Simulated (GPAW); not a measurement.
ZnO (zincite):

```xyz
4
Lattice="3.2493 0.0000 0.0000 -1.6247 2.8140 0.0000 0.0000 0.0000 5.2057" Properties=species:S:1:pos:R:3 pbc="T T T"
Zn    1.6247    0.9380    0.0000
Zn    0.0000    1.8760    2.6029
O     0.0000    1.8760    4.5759
O     1.6247    0.9380    1.9730
```

```yaml
Program: GPAW 26.7.0
Task: relaxation of cell and atoms
Functional: SCAN
Potentials_or_basis: GPAW PAW data sets (gpaw-data 1.2.1)
Cutoff: 800 eV
Basis: pw
k_mesh: 6 × 6 × 3
Occupations: fermi-dirac, width 0.05 eV
Spin: no spin polarisation
```

At the start: pressure -2.1 GPa; volume 11.90 Å³/atom.

Task: How do energy, volume and symmetry change on relaxing?

Result: Over 16 steps the energy falls by 2.5 meV/atom and the volume is 11.73 Å³/atom (-1.5 %); space group P6_3mc (No. 186, to 0.05 Å).

Step by step:
```tsv
step	energy change (eV)	largest force (eV/Å)	pressure (GPa)	volume (Å³)
1	0.0000	0.1000	-2.08	47.60
2	-0.0014	0.0906	-1.85	47.52
3	-0.0058	0.0785	-0.15	46.98
4	-0.0060	0.0756	-0.10	46.96
5	0.0010	0.1243	2.59	46.17
6	-0.0088	0.0783	0.37	46.80
7	-0.0090	0.0507	0.42	46.79
8	-0.0093	0.0146	0.30	46.82
9	-0.0094	0.0284	0.09	46.89
10	-0.0095	0.0297	-0.03	46.92
11	-0.0096	0.0224	-0.13	46.95
12	-0.0097	0.0222	-0.19	46.97
13	-0.0097	0.0356	-0.19	46.97
14	-0.0098	0.0398	-0.11	46.95
15	-0.0098	0.0297	-0.02	46.92
16	-0.0099	0.0120	0.03	46.91
```

Final structure:
```
Zn O
1.0
     3.22599    0.00000    0.00000
    -1.61300    2.79379    0.00000
     0.00000    0.00000    5.20440
Zn O
2 2
Direct
  0.66667 0.33333 0.00608
  0.33333 0.66667 0.50596
  0.33333 0.66667 0.88507
  0.66667 0.33333 0.38549
```

Caveat: the k mesh is coarse; later steps reuse the first step's grids; the PAW data sets were made with another functional, which shifts forces and pressure a little.
